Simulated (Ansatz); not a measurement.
# ZnS: the cost of one run

Program: Ansatz 0.2.0. Level of theory: DFT PBEsol, frozen-core PAW, scalar-relativistic unless said. These are calculated values, not measurements.

The COD entry's cell or inner coordinates are ideal or old and differ from later refinements, so a difference from it is no clean test against experiment.

**1. Starting point**

The structure is cubic, space group F-43m (No. 216). The conventional cell has a = 5.404 Å, b = 5.404 Å, c = 5.404 Å, α = 90.00°, β = 90.00°, γ = 90.00°. Zn (site symmetry -43m) is surrounded by 4 S at 2.34 Å. S (site symmetry -43m) is surrounded by 4 Zn at 2.34 Å.

As a file:

```
Zn S
1.0
     0.00000    2.70200    2.70200
     2.70200    0.00000    2.70200
     2.70200    2.70200    0.00000
Zn S
1 1
Direct
  0.75000 0.75000 0.75000
  0.00000 0.00000 0.00000
```

Cartesian axes are those of the input's lattice vectors. The structure goes back to a database entry.

**2. Cell and atoms relaxed, PAW**

Input file input.yaml:

```yaml
crystal:
  lattice:
    - [0.0, 2.702, 2.702]
    - [2.702, 0.0, 2.702]
    - [2.702, 2.702, 0.0]
  atoms:
    - { symbol: Zn, position: [0.75, 0.75, 0.75] }
    - { symbol: S, position: [0.0, 0.0, 0.0] }
kpoints:
  mp_grid: { grid: [16, 16, 16] }
scf:
  occupations: { method: fermi_dirac, width: 0.08 }
hamiltonian:
  xc: pbesol
  pseudopotentials: { kind: paw }
relax:
  f_tol: 0.002
  max_steps: 80
  cell: {}
output:
  forces: true
  stress: true
```

The run is started by

```
$ ansatz run input.yaml --threads 1 --pin off --max-ram 3072MiB --backend cpu --events-out ev --progress --plain --runs-dir out
```

**Question.** How long does this run take on 1 thread of Arm Neoverse V1, shared host, and how much memory does it need?

About 32 s, with a peak of 0.39 GiB.
